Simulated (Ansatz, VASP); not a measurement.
# Two plane-wave programs on TiB4

```
CELL_PARAMETERS angstrom
3.00852 0.00000 0.00000
0.00000 3.21160 0.00000
0.00000 0.00000 5.11129
ATOMIC_POSITIONS crystal
Ti 0.00000 0.50000 0.00000
B 0.50000 0.00000 0.82615
B 0.00000 0.00000 0.33706
B 0.00000 0.00000 0.66294
B 0.50000 0.00000 0.17385
```

Alike in both runs: functional PBE; k mesh 6 × 6 × 4; occupations gaussian, width 0.1 eV; no spin polarisation.

Ansatz relaxed the structure, and its values are those at the end. VASP's run is a single point on that final structure, the one shown.

|  | VASP | Ansatz |
| --- | --- | --- |
| version | VASP 6.6.1 | Ansatz 0.2.0 |
| potentials or method | VASP PAW PBE potentials, release 64 (Ti_sv, B) | scalar-relativistic, plane waves, PAW |
| plane-wave cutoff (eV) | 520 | 420 |
| valence electrons in the cell | 24 | 24 |

|  | VASP | Ansatz | Ansatz less VASP |
| --- | --- | --- | --- |
| gap on the k mesh at the Fermi level (eV) | none | none | - |
| pressure (GPa) | 0.1 | 0.0 | -0.08 |
| rms of the force components (eV/Å) | 0.008 | 0.008 | -0.0006 |

A gap of «none» marks a metal or a gap that the smearing closes. With one functional, cell and mesh, what is left measures potentials, basis and numerics.
